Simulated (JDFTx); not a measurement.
Input of a JDFTx 1.7.0 (patched build) run:

SiC.in

```
lattice \
    5.8127975593    -2.9063987797     0.0000000000 \
    0.0000000000     5.0340303534     0.0000000000 \
    0.0000000000     0.0000000000     9.5393374771
coords-type Lattice
ion Si     0.6617620000     0.3240020000     0.5082360000 1
ion Si     0.3343980000     0.6606290000     0.0013330000 1
ion C      0.6868250000     0.3392420000     0.8874670000 1
ion C      0.3421420000     0.6690940000     0.3800230000 1

ion-species pseudo/Si.upf
ion-species pseudo/C.upf
elec-cutoff 41 328
elec-ex-corr gga-PBE
kpoint-folding 10 10 5
elec-smearing Fermi 0.0018374661
elec-n-bands 14
electronic-SCF nIterations 100 energyDiffThreshold 1e-09
electronic-minimize nIterations 30 energyDiffThreshold 1e-7
converge-empty-states yes
forces-output-coords Cartesian

dump-name run.$VAR
dump End Ecomponents EigStats BandEigs Kpoints Forces Stress ElecDensity Dtot KEdensity
```

Potentials or basis: PseudoDojo-SR-PBE-0.5-standard.

Launch:

```sh
$ jdftx -c 1 -i SiC.in -o SiC.out
```

**Question.** Predict the pressure.

**Answer.** 3.7 GPa.

**Question.** Predict the Loewdin charges.

**Answer.** Si +1.09, +1.13; C -1.04, -1.02 e.

**Question.** Predict the band gap on the k mesh.

**Answer.** 2.35 eV, indirect (least direct gap 3.97 eV).

**Question.** What does it give for the largest force?

**Answer.** 1.515 eV/Å.

Forces in eV/Å, atoms in the order of the input:
```
Si   0.495  0.634 -0.323
Si   0.872  0.674  0.951
C   -0.981 -0.724 -0.899
C   -0.385 -0.584  0.271
```

Caveat: the empty levels aren't tightly converged; an odd mesh through Γ misses points on the zone boundary, where band edges often lie.
